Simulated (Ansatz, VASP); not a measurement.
ZnS: VASP beside Ansatz

Contents of POSCAR:

```
ZnS
1.0
    0.0000000000      2.6940955616      2.6940955616
    2.6940955616      0.0000000000      2.6940955616
    2.6940955616      2.6940955616      0.0000000000
Zn S
1 1
Direct
    0.2500000000      0.2500000000      0.2500000000
    0.0000000000      0.0000000000      0.0000000000
```

Contents of INCAR.step1:

```
PREC = Accurate
ENCUT = 520
ISMEAR = 0
SIGMA = 0.01
LREAL = F
LASPH = T
NELM = 100
NBANDS = 16
GGA = PE
ALGO = Normal
EDIFF = 1E-4
LWAVE = T
LCHARG = F
```

The input INCAR.step2:

```
PREC = Accurate
ENCUT = 520
EDIFF = 1E-7
ISMEAR = 0
SIGMA = 0.01
LREAL = F
LASPH = T
NELM = 100
ALGO = Normal
ISIF = 2
LWAVE = F
LCHARG = T
METAGGA = R2SCAN
LMIXTAU = T
LELF = T
LVHAR = T
NBANDS = 16
ISTART = 1
```

Contents of KPOINTS:

```
regular mesh
0
Gamma
  8 8 8
```

Input for Ansatz:

```yaml
crystal:
  lattice:
    - [0.0, 2.6940955616, 2.6940955616]
    - [2.6940955616, 0.0, 2.6940955616]
    - [2.6940955616, 2.6940955616, 0.0]
  atoms:
    - { symbol: Zn, position: [0.25, 0.25, 0.25] }
    - { symbol: S, position: [0.0, 0.0, 0.0] }
kpoints:
  mp_grid: { grid: [8, 8, 8] }
  band_path:
    path:
      - [0.0, 0.0, 0.0]
      - [-0.5, -0.5, 0.0]
      - [-0.375, -0.375, 0.25]
      - [-0.375, 0.0, 0.375]
      - [0.0, 0.0, 0.5]
      - [-0.5, -0.25, 0.25]
    npoints: 1
hamiltonian:
  xc: r2scan
scf:
  occupations: { method: fixed }
  n_extra_bands: 4
output:
  forces: true
  stress: true
  eigenvalues: true
```

Alike in both runs: task single point; functional r2SCAN; k mesh 8 × 8 × 8; no spin polarisation.

```csv
,VASP,Ansatz
version,VASP 6.6.1,Ansatz 0.2.0
potentials or method,"VASP PAW PBE potentials, release 64 (Zn, S)","plane waves, PAW"
plane-wave cutoff (eV),520,500
occupations,"gaussian, width 0.01 eV",fixed
valence electrons in the cell,18,18
```

|  | VASP | Ansatz | Ansatz less VASP |
| --- | --- | --- | --- |
| gap on the k mesh at the Fermi level (eV) | 2.72 | 2.71 | -0.010 |
| pressure (GPa) | 0.1 | 0.0 | -0.03 |

Caveats: the PAW data sets were made with another functional, which shifts forces and pressure a little (VASP). r2SCAN opens gaps a little over a GGA but as a rule still falls short of measured ones.
